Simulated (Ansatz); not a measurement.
Input and command of a calculation in Ansatz (plane waves; scalar-relativistic PAW potentials unless the input names others):

```yaml
crystal:
  lattice:
    - [0.0, 2.1593, 2.1593]
    - [2.1593, 0.0, 2.1593]
    - [2.1593, 2.1593, 0.0]
  atoms:
    - { symbol: Ti, position: [0.0, 0.0, 0.0], spin: 2.0 }
    - { symbol: C, position: [0.5, 0.5, 0.5] }
basis:
  ecutwfc: 420
kpoints:
  mp_grid: { grid: [16, 16, 16] }
hamiltonian:
  xc: pbe
scf:
  occupations: { method: gaussian, width: 0.1 }
  max_iter: 100
output:
  forces: true
  eigenvalues: true
  stress: true
```

```bash
ansatz run input.yaml --threads 1 --pin off --max-ram 2560MiB --backend cpu --events-out ev --progress --plain --runs-dir out
```

What is wrong with this input?

The program refuses it, because of a moment without spin polarisation (crystal.atoms[0].spin: not typed → 2.0). Without that key it is accepted.

Abridged log:
```
Error: inconsistent input (magnetization.spin_polarized): false but per-atom `spin:`, `per_species`, `initial_magnetization`, `magnetic_field`, or `spin_locking` is set
```